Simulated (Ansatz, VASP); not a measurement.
Ni: VASP beside Ansatz

```
Ni
1.0
     2.33292    0.00000    0.00000
     0.00000    2.33292    0.00000
     0.00000    0.00000    2.33292
Ni
1
Direct
  0.00000 0.00000 0.00000
```

Alike in both runs: task relaxation of cell and atoms; functional PBE; k mesh 24 × 24 × 24; occupations gaussian, width 0.1 eV; collinear spin.

```csv
,VASP,Ansatz
version,VASP 6.6.1,Ansatz 0.2.0
potentials or method,"VASP PAW PBE potentials, release 64 (Ni)","scalar-relativistic, plane waves, PAW"
plane-wave cutoff (eV),600,420
valence electrons in the cell,10,18
```

```csv
,VASP,Ansatz,Ansatz less VASP
"gap on the k mesh at the Fermi level, each at its own relaxed structure (eV)",none,none,-
net moment per atom (μB),0.53,0.56,+0.026
size of the moment on the site where the two differ most (μB),0.54,0.57,+0.036
relaxed volume (Å³/atom),12.61,12.63,+0.024
relaxed cell length with the largest relative difference (Å),2.328,2.329,+0.0015
```

Site moments also hang on the region over which each program counts them. A gap of «none» marks a metal or a gap that the smearing closes. The two sets of potentials don't hold the same shells in valence.
